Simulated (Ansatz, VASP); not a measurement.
**Two plane-wave programs on RbBr**

```
Rb Br
1.0
     0.00000    3.42750    3.42750
     3.42750    0.00000    3.42750
     3.42750    3.42750    0.00000
Rb Br
1 1
Direct
  0.00000 0.00000 0.00000
  0.50000 0.50000 0.50000
```

Alike in both runs: task single point; functional PBE; k mesh 6 × 6 × 6; occupations gaussian, width 0.05 eV; no spin polarisation.

|  | VASP | Ansatz |
| --- | --- | --- |
| version | VASP 6.6.1 | Ansatz 0.2.0 |
| potentials or method | VASP PAW PBE potentials, release 64 (Rb_sv, Br) | scalar-relativistic, plane waves, PAW |
| plane-wave cutoff (eV) | 520 | 420 |
| valence electrons in the cell | 16 | 16 |

|  | VASP | Ansatz | Ansatz less VASP |
| --- | --- | --- | --- |
| gap on the k mesh at the Fermi level (eV) | 4.36 | 4.36 | +0.002 |
| least direct gap on the mesh (eV) | 4.36 | 4.36 | +0.002 |
| pressure (GPa) | 1.0 | 1.0 | -0.03 |

Expect the measured gap to be larger: semilocal functionals such as PBE lack the derivative discontinuity.
